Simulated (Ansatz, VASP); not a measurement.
## Ni: programs and potentials compared

```
Ni
1.0
     0.00000    1.73757    1.73757
     1.73757    0.00000    1.73757
     1.73757    1.73757    0.00000
Ni
1
Cartesian
  0.0000 0.0000 0.0000
```

Alike in all runs: task single point; functional PBE; k mesh 13 × 13 × 13; occupations gaussian, width 0.024 eV; collinear spin, ferromagnetic start; no spin-orbit coupling. Pressure is positive in compression and, in plane waves, holds the error of the finite cutoff, which Ansatz's Pulay term estimates and takes out.

```tsv
program and potentials	plane-wave cutoff (eV)	notes	pressure (GPa)	net moment per atom (μB)
Ansatz, Ansatz PAW	420	18 valence electrons an atom on average	?	?
VASP, PBE PAW files Ni, 520 eV	520	10 valence electrons an atom on average	7.70	0.62
Ansatz, all-electron LAPW, scalar-relativistic	-	-	7.97	0.64
```

Q: Estimate from the other rows what the run with Ansatz, Ansatz PAW gave.

A: Pressure 8.01 GPa; net moment per atom 0.64 μB. Its pressure holds a Pulay term of +0.06 GPa. The other rows, which needn't bracket it: pressure 7.70 to 7.97; net moment per atom 0.62 to 0.64.
